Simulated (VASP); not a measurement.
# PbS (Galena) in VASP: single point with r2SCAN+D3(BJ)

Aim: the single point of PbS (Galena) with r2SCAN+D3(BJ).

Program: VASP 6.6.1. These are calculated values, not measurements. Logs are shortened: lines on timing, memory, paths and dates and some standing lists are left out, and cuts for length are marked.

**1. The slab as given**

The cell holds a slab with vacuum, 8 atoms: a = 4.194 Å, b = 4.194 Å, c = 22.897 Å, α = 90.00°, β = 90.00°, γ = 90.00°.

**2. Single point, r2SCAN+D3(BJ)**

Contents of POSCAR:

```
PbS
1.0
    4.1942038726      0.0000000000      0.0000000000
    0.0000000000      4.1942038726      0.0000000000
    0.0000000000      0.0000000000     22.8972500000
Pb S
4 4
Direct
    0.0000000000      0.0000000000      0.3057135682
    0.5000000000      0.5000000000      0.4352378561
    0.0000000000      0.0000000000      0.5718112602
    0.5000000000      0.5000000000      0.6943609971
    0.5000000000      0.5000000000      0.3057135682
    0.0000000000      0.0000000000      0.4352378561
    0.5000000000      0.5000000000      0.5728186433
    0.0000000000      0.0000000000      0.6940307651
```

Contents of INCAR.step1:

```
PREC     = Accurate       # precision mode
ENCUT    = 520            # plane-wave cutoff, eV
ISMEAR   = 1              # smearing method
SIGMA    = 0.1            # smearing width, eV
LREAL    = False          # projectors in reciprocal space
LASPH    = True           # aspherical terms in the spheres
NELM     = 100            # most SCF steps
LDIPOL   = True         
IDIPOL   = 3            
DIPOL    = 0.5 0.5 0.502
NBANDS   = 50             # bands
GGA      = PE             # functional
ALGO     = Normal         # electronic algorithm
EDIFF    = 1E-4           # SCF threshold, eV
LWAVE    = True           # write WAVECAR
LCHARG   = False          # write CHGCAR
```

Contents of INCAR.step2:

```
PREC     = Accurate       # precision mode
ENCUT    = 520            # plane-wave cutoff, eV
EDIFF    = 1E-7           # SCF threshold, eV
ISMEAR   = 1              # smearing method
SIGMA    = 0.1            # smearing width, eV
LREAL    = False          # projectors in reciprocal space
LASPH    = True           # aspherical terms in the spheres
NELM     = 100            # most SCF steps
ALGO     = Normal         # electronic algorithm
ISIF     = 2              # what is computed and relaxed
LWAVE    = False          # write WAVECAR
LCHARG   = True           # write CHGCAR
LDIPOL   = True         
IDIPOL   = 3            
DIPOL    = 0.5 0.5 0.502
METAGGA  = R2SCAN         # meta-GGA
LMIXTAU  = True         
IVDW     = 12             # dispersion correction
VDW_S6   = 1.0          
VDW_S8   = 0.78981345   
VDW_A1   = 0.49484001   
VDW_A2   = 5.73083694   
LELF     = True           # ELF
LVHAR    = True         
LVACPOTAV= True         
NBANDS   = 50             # bands
ISTART   = 1
```

Contents of KPOINTS:

```
regular mesh
0
Gamma
  3 3 1
```

Potentials or basis: VASP PAW PBE potentials, release 64 (Pb_d, S).

Started as:

```sh
cat potpaw_PBE.64/Pb_d/POTCAR potpaw_PBE.64/S/POTCAR > POTCAR
cp INCAR.step1 INCAR
mpirun -np 1 vasp_std > vasp.out
cp INCAR.step2 INCAR
mpirun -np 1 vasp_std > vasp.out
```

OUTCAR:

```text
PREC = Accurate
   ENCUT = 520
   EDIFF = 1E-7
   ISMEAR = 1
   LREAL = False
   LASPH = True
   NELM = 100
   ISIF = 2
   METAGGA = R2SCAN
   IVDW = 12
   ISTART = 1
 IVDW          = 12

 ion  position               nearest neighbor table
   1  0.000  0.000  0.306-   5 2.97   5 2.97   5 2.97   5 2.97   6 2.97
   2  0.500  0.500  0.435-   6 2.97   6 2.97   6 2.97   6 2.97   5 2.97   7 3.15
   3  0.000  0.000  0.572-   8 2.80   7 2.97   7 2.97   7 2.97   7 2.97   6 3.13   4 4.08   4 4.08
                             4 4.08   4 4.08
   4  0.500  0.500  0.694-   7 2.78   8 2.97   8 2.97   8 2.97   8 2.97   3 4.08   3 4.08   3 4.08
                             3 4.08
   5  0.500  0.500  0.306-   1 2.97   1 2.97   1 2.97   1 2.97   2 2.97
   6  0.000  0.000  0.435-   2 2.97   2 2.97   2 2.97   2 2.97   1 2.97   3 3.13
   7  0.500  0.500  0.573-   4 2.78   3 2.97   3 2.97   3 2.97   3 2.97   2 3.15
   8  0.000  0.000  0.694-   3 2.80   4 2.97   4 2.97   4 2.97   4 2.97

  LATTYP: Found a simple tetragonal cell.
 ALAT       =     4.1942038726
 C/A-ratio  =     5.4592601351

  Lattice vectors:

 A1 = (   4.1942038726,   0.0000000000,   0.0000000000)
 A2 = (   0.0000000000,   4.1942038726,   0.0000000000)
 A3 = (   0.0000000000,   0.0000000000,  22.8972500000)

Analysis of symmetry for initial positions (statically):
=====================================================================
 Subroutine PRICEL returns:
 Original cell was already a primitive cell.

 Routine SETGRP: Setting up the symmetry group for a
 simple tetragonal supercell.

 Subroutine GETGRP returns: Found  8 space group operations
 (whereof  8 operations were pure point group operations)
 out of a pool of 16 trial point group operations.

The static configuration has the point symmetry C_4v.

Analysis of symmetry for dynamics (positions and initial velocities):
=====================================================================
 Subroutine PRICEL returns:
 Original cell was already a primitive cell.

 Routine SETGRP: Setting up the symmetry group for a
 simple tetragonal supercell.

 Subroutine GETGRP returns: Found  8 space group operations
 (whereof  8 operations were pure point group operations)
 out of a pool of 16 trial point group operations.

The dynamic configuration has the point symmetry C_4v.

 Subroutine INISYM returns: Found  8 space group operations
 (whereof  8 operations are pure point group operations),
 and found     1 'primitive' translations

----------------------------------------------------------------------------------------

                                     Primitive cell

  volume of cell :     402.7935

  direct lattice vectors                    reciprocal lattice vectors
     4.194203873  0.000000000  0.000000000     0.238424271  0.000000000  0.000000000
     0.000000000  4.194203873  0.000000000     0.000000000  0.238424271  0.000000000
     0.000000000  0.000000000 22.897250000     0.000000000  0.000000000  0.043673367

  length of vectors
     4.194203873  4.194203873 22.897250000     0.238424271  0.238424271  0.043673367

  position of ions in fractional coordinates (direct lattice)
     0.000000000  0.000000000  0.305713568
     0.500000000  0.500000000  0.435237856
     0.000000000  0.000000000  0.571811260
     0.500000000  0.500000000  0.694360997
     0.500000000  0.500000000  0.305713568
     0.000000000  0.000000000  0.435237856
     0.500000000  0.500000000  0.572818643
     0.000000000  0.000000000  0.694030765

  ion indices of the primitive-cell ions
   primitive index   ion index
                 1           1
                 2           2
                 3           3
                 4           4
                 5           5
                 6           6
                 7           7
                 8           8

----------------------------------------------------------------------------------------

 KPOINTS: regular mesh

Automatic generation of k-mesh.
 Grid dimensions read from file:
 generate k-points for:    3    3    1

 Generating k-lattice:

  Cartesian coordinates                     Fractional coordinates (reciprocal lattice)
     0.079474757  0.000000000  0.000000000     0.333333333  0.000000000  0.000000000
     0.000000000  0.079474757  0.000000000     0.000000000  0.333333333  0.000000000
     0.000000000  0.000000000  0.043673367     0.000000000  0.000000000  1.000000000

  Length of vectors
     0.079474757  0.079474757  0.043673367

  Shift w.r.t. Gamma in fractional coordinates (k-lattice)
     0.000000000  0.000000000  0.000000000

 Subroutine IBZKPT returns following result:
 ===========================================

 Found      3 irreducible k-points:

 Following reciprocal coordinates:
            Coordinates               Weight
  0.000000  0.000000  0.000000      1.000000
  0.333333  0.000000  0.000000      4.000000
  0.333333  0.333333  0.000000      4.000000
   k-points           NKPTS =      3   k-points in BZ     NKDIM =      3   number of bands    NBANDS=     50
   number of dos      NEDOS =    301   number of ions     NIONS =      8
   total plane-waves  NPLWV = 184320
   dimension x,y,z NGX =    32 NGY =   32 NGZ =  180
   dimension x,y,z NGXF=    64 NGYF=   64 NGZF=  360
   ions per type =               4   4
   NGX,Y,Z   is equivalent  to a cutoff of  12.68, 12.68, 13.07 a.u.
   NGXF,Y,Z  is equivalent  to a cutoff of  25.37, 25.37, 26.14 a.u.
 SYSTEM =  unknown system
   PREC   = accura    normal or accurate (medium, high low for compatibility)
   ISTART =      1    job   : 0-new  1-cont  2-samecut
   ICHARG =      0    charge: 1-file 2-atom 10-const
   ISPIN  =      1    spin polarized calculation?
   LNONCOLLINEAR =      F non collinear calculations
   LSORBIT =      F    spin-orbit coupling
   LASPH  =      T    aspherical Exc in radial PAW
   ENCUT  =  520.0 eV  38.22 Ry    6.18 a.u.   7.80  7.80 42.57*2*pi/ulx,y,z
   NELM   =    100;   NELMIN=  2; NELMDL=  0     # of ELM steps
   EDIFF  = 0.1E-06   stopping-criterion for ELM
   LREAL  =      F    real-space projection
   EDIFFG = 0.1E-05   stopping-criterion for IOM
   NSW    =      0    number of steps for IOM
   IBRION =     -1    ionic relax: 0-MD 1-quasi-New 2-CG
   NFREE  =      0    steps in history (QN), initial steepest desc. (CG)
   ISIF   =      2    stress and relaxation
   ISYM   =      2    0-nonsym 1-usesym 2-fastsym
   POTIM  = 0.5000    time-step for ionic-motion
   TEBEG  =    0.0;   TEEND  =   0.0 temperature during run
   PSTRESS=    0.0 pullay stress
   NELECT =      80.0000    total number of electrons
   NUPDOWN=      -1.0000    fix difference up-down
   EMIN   =  10.00;   EMAX   =-10.00  energy-range for DOS
   EFERMI =   0.00;   METHOD = LEGACY
   ISMEAR =     1;   SIGMA  =   0.10  broadening in eV -4-tet -1-fermi 0-gaus
   EFERMI_NEDOS =   21; number of points for ismear=-14 and -15
   IALGO  =     38    algorithm
   IMIX   =      4    mixing-type and parameters
     AMIX     =   0.40;   BMIX     =  1.00
     AMIX_MAG =   1.60;   BMIX_MAG =  1.00
  volume/ion in A,a.u.               =      50.35       339.77
  Fermi-wavevector in a.u.,A,eV,Ry     =   0.955163  1.804996 12.413082  0.912336
  Thomas-Fermi vector in A             =   2.083975
   LORBIT       =      0    0 simple, 1 ext, 2 COOP (PROOUT), +10 PAW based schemes
   METAGGA = R2SCAN    functional components
   LHFCALC =     F    Hartree Fock is set to
   AEXX    =    0.0000 exact exchange contribution
   IVDW    =    12    specifies the selected vdW correction
   LEPSILON=     F    determine dielectric tensor
   LRPA    =     F    only Hartree local field effects (RPA)
 non-spin polarized calculation
 Methfessel and Paxton  Order N= 1 SIGMA  =   0.10
  energy-cutoff  :      520.00
  volume of cell :      402.79
 maximum number of plane-waves:     10874
 NGX is ok and might be reduce to    32
   NGX = 15   NGY = 15   NGZ = 85

 dipolmoment           0.000000      0.000000     -0.000073 electrons x Angstroem

 number of electron      79.9999998 magnetization

 dipolmoment           0.000000      0.000000      0.000552 electrons x Angstroem

 Free energy of the ion-electron system (eV)
  ---------------------------------------------------
  ext. energy  EPLUGINS =         0.00000000
  ---------------------------------------------------
  free energy    TOTEN  =      -262.11696756 eV

  energy without entropy =     -262.12023552  energy(sigma->0) =     -262.11805688

 E-fermi :   0.2770     XC(G=0):  -5.7372

 val. band max:        0.1950270496   @ k =   0.3333   0.0000   0.0000
 cond. band min:       2.3370520402   @ k =   0.3333   0.0000   0.0000
 fundamental gap:      2.1420249906
 Fermi energy:         0.2770229266

 k-point     1 :       0.0000    0.0000    0.0000
  band No.  band energies     occupation
      1     -16.7171      2.00000
      2     -16.6951      2.00000
      3     -16.5904      2.00000
      4     -16.5861      2.00000
      5     -16.5861      2.00000
      6     -16.5727      2.00000
[... 42 lines left out ...]
     49       6.1499      0.00000
     50       6.1500      0.00000

 k-point     2 :       0.3333    0.0000    0.0000
  band No.  band energies     occupation
      1     -16.6659      2.00000
      2     -16.6571      2.00000
      3     -16.5964      2.00000
      4     -16.5856      2.00000
      5     -16.5791      2.00000
      6     -16.5726      2.00000
[... 42 lines left out ...]
     49       4.2400      0.00000
     50       4.4255      0.00000

 k-point     3 :       0.3333    0.3333    0.0000
  band No.  band energies     occupation
      1     -16.6769      2.00000
      2     -16.6577      2.00000
      3     -16.6313      2.00000
      4     -16.6096      2.00000
      5     -16.5985      2.00000
      6     -16.5977      2.00000
[... 42 lines left out ...]
     49       5.4765      0.00000
     50       5.9233      0.00000

------------------------ aborting loop because EDIFF is reached ----------------------------------------

 vacuum level on the upper side and lower side of the slab       (xc-potential included)        -0.020        -0.024

 Edisp (eV)   -0.99584

 E8    (eV) :    -0.3635

  FORCE on cell =-STRESS in cart. coord.  units (eV):
  Direction    XX          YY          ZZ          XY          YZ          ZX
  --------------------------------------------------------------------------------------
  -------------------------------------------------------------------------------------
  Total      -1.54106    -1.54106    -2.42931     0.00000     0.00000     0.00000
  in kB      -6.12981    -6.12981    -9.66297     0.00000     0.00000     0.00000
  external pressure =       -7.31 kB  Pullay stress =        0.00 kB

 VOLUME and BASIS-vectors are now :
 -----------------------------------------------------------------------------
  energy-cutoff  :      520.00
  volume of cell :      402.79
      direct lattice vectors                 reciprocal lattice vectors
     4.194203873  0.000000000  0.000000000     0.238424271  0.000000000  0.000000000
     0.000000000  4.194203873  0.000000000     0.000000000  0.238424271  0.000000000
     0.000000000  0.000000000 22.897250000     0.000000000  0.000000000  0.043673367

 POSITION                                       TOTAL-FORCE (eV/Angst)
 -----------------------------------------------------------------------------------
      0.00000      0.00000      7.00000         0.000000     -0.000000      0.420185
      2.09710      2.09710      9.96575        -0.000000     -0.000000     -0.341526
      0.00000      0.00000     13.09291        -0.000000      0.000000     -0.004822
      2.09710      2.09710     15.89896         0.000000     -0.000000      0.006784
      2.09710      2.09710      7.00000        -0.000000      0.000000      0.363773
      0.00000      0.00000      9.96575        -0.000000     -0.000000     -0.441543
      2.09710      2.09710     13.11597        -0.000000     -0.000000     -0.006957
      0.00000      0.00000     15.89140        -0.000000     -0.000000      0.004108
 -----------------------------------------------------------------------------------
    total drift:                                0.000000     -0.000000      0.001167

  FREE ENERGIE OF THE ION-ELECTRON SYSTEM (eV)
  ---------------------------------------------------
  free  energy   TOTEN  =      -263.1128123428 eV

  energy  without entropy=     -263.1160803003  energy(sigma->0) =     -263.11390166

 vacuum level on the upper side and lower side of the slab         5.065         5.059
```

It took 5.5 min on 1 thread of Intel Xeon Platinum 8488C (Sapphire Rapids), shared host; peak memory 0.5 GiB.

What came out:

```
Free energy                            : -263.1128 eV
Largest force                          : 0.442 eV/Å
Band gap on the k mesh                 : 2.14 eV, direct
Dispersion energy per atom             : -0.124 eV
Ionisation potential of the upper face : 4.87 eV
```

Forces on the atoms (eV/Å):
```
Pb   0.000  0.000  0.420
Pb   0.000  0.000 -0.342
Pb   0.000  0.000 -0.005
Pb   0.000  0.000  0.007
S    0.000  0.000  0.364
S    0.000  0.000 -0.442
S    0.000  0.000 -0.007
S    0.000  0.000  0.004
```

Caveat: the k mesh is coarse (spacing up to 0.50 Å⁻¹), so the values aren't converged; the PAW data sets were made with another functional, which shifts forces and pressure a little; spin-orbit coupling is left out, which as a rule narrows the gap of such compounds by several tenths of an eV.
